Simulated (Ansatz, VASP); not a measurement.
## Ru in VASP and in Ansatz

```xyz
1
Lattice="0.0000 1.9154 1.9154 1.9154 0.0000 1.9154 1.9154 1.9154 0.0000" Properties=species:S:1:pos:R:3 pbc="T T T"
Ru    0.0000    0.0000    0.0000
```

Alike in both runs: functional RPBE; k mesh 14 × 14 × 14; occupations fermi-dirac, width 0.1 eV; no spin polarisation.

Ansatz relaxed the structure, and its values are those at the end. VASP's run is a single point on that final structure, the one shown.

```csv
,VASP,Ansatz
version,VASP 6.6.1,Ansatz 0.2.0
potentials or method,"VASP PAW PBE potentials, release 64 (Ru_pv)","plane waves (420 eV) with PAW, scalar-relativistic"
plane-wave cutoff (eV),520,420
valence electrons in the cell,14,16
```

|  | VASP | Ansatz | Ansatz less VASP |
| --- | --- | --- | --- |
| pressure (GPa) | 0.0 | 0.0 | +0.04 |

The two sets of potentials don't hold the same shells in valence.

Caveats: the PAW data sets were made with another functional, which shifts forces and pressure a little (VASP).
